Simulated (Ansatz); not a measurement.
Runs of Ansatz 0.2.0 on Ba. It takes space group Im-3m (No. 229, cubic). The conventional cell has a = 5.013 Å, b = 5.013 Å, c = 5.013 Å, α = 90.00°, β = 90.00°, γ = 90.00°. Ba (site symmetry m-3m) has 8 Ba at 4.34 Å as nearest neighbours. 

```csv
task,level,cell,k mesh,cutoff (eV),target pressure (GPa),points for each segment of the path,mesh quality,gap on the mesh (eV),pressure (GPa)
relaxation of cell and atoms,r2SCAN,relaxed to 10 GPa,8 × 8 × 8,500,10,-,not flagged,none,10.0
band structure,revPBE,as given,4 × 4 × 4,420,-,14,coarse,none,0.8
band structure,r2SCAN,as given,4 × 4 × 4,500,-,14,coarse,none,0.7
relaxation of cell and atoms,r2SCAN,relaxed to 5 GPa,8 × 8 × 8,500,5,-,not flagged,none,5.0
band structure,LDA,as given,4 × 4 × 4,420,-,14,coarse,none,(a)
```

Alike in all rows: potentials or basis Ansatz PAW; no spin polarisation; smearing fermi-dirac 0.05 eV.

Problem. Fill in the values left out.

Solution. (a) -1.1.

Caveats: some runs use coarse meshes; the PAW data sets come from PBE, with cores solved anew for the run's functional, which leaves a small shift of forces and pressure; spin-orbit coupling is left out, which moves the levels of the heavy elements (some runs); the plane-wave basis is chosen anew once the cell has moved, so the energies of steps on either side of that aren't comparable (some runs).

A k mesh can miss the band edges, and the runs leave out spin-orbit coupling on Ba.

A gap of «none» marks a metal or a gap under the smearing width.

Runs at the PBE level aren't shown here.
